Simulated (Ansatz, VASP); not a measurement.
## Ir in VASP and in Ansatz

File INCAR:

```
  PREC = Accurate
  ENCUT = 520
  EDIFF = 1E-6
  ISMEAR = 0
  SIGMA = 0.024
  LREAL = F
  LASPH = T
  NELM = 60
  ALGO = Normal
  ISIF = 2
  LWAVE = F
  LCHARG = T
  GGA = PE
  LELF = T
  LVHAR = T
  NBANDS = 10
```

KPOINTS

```
regular mesh
0
Gamma
  12 12 12
```

POSCAR

```
Ir
1.0
    0.0000000000      1.9156000000      1.9156000000
    1.9156000000      0.0000000000      1.9156000000
    1.9156000000      1.9156000000      0.0000000000
Ir
1
Direct
    0.0000000000      0.0000000000      0.0000000000
```

Contents of input.yaml:

```yaml
crystal:
  lattice:
    - [0.0, 1.9156, 1.9156]
    - [1.9156, 0.0, 1.9156]
    - [1.9156, 1.9156, 0.0]
  atoms:
    - { symbol: Ir, position: [0.0, 0.0, 0.0] }
hamiltonian:
  xc: pbe
  pseudopotentials: { kind: paw }
kpoints:
  mp_grid: { grid: [12, 12, 12] }
scf:
  occupations: { method: gaussian, width: 0.024 }
output:
  forces: true
  stress: true
  eigenvalues: true
```

Alike in both runs: task single point; functional PBE; k mesh 12 × 12 × 12; occupations gaussian, width 0.024 eV; no spin polarisation.

|  | VASP | Ansatz |
| --- | --- | --- |
| version | VASP 6.6.1 | Ansatz 0.2.0 |
| potentials or method | VASP PAW PBE potentials, release 64 (Ir) | Ansatz PAW |
| plane-wave cutoff (eV) | 520 | 420 |
| valence electrons in the cell | 9 | 17 |

```tsv
	VASP	Ansatz	Ansatz less VASP
gap on the k mesh at the Fermi level (eV)	none	none	-
pressure (GPa)	11.8	11.1	-0.65
```

A gap of «none» marks a metal or a gap that the smearing closes. The functional is the same, so the differences come from potentials, cutoffs and numerics. The two sets of potentials don't hold the same shells in valence.

The runs have no spin-orbit coupling, so splittings on Ir are missing.
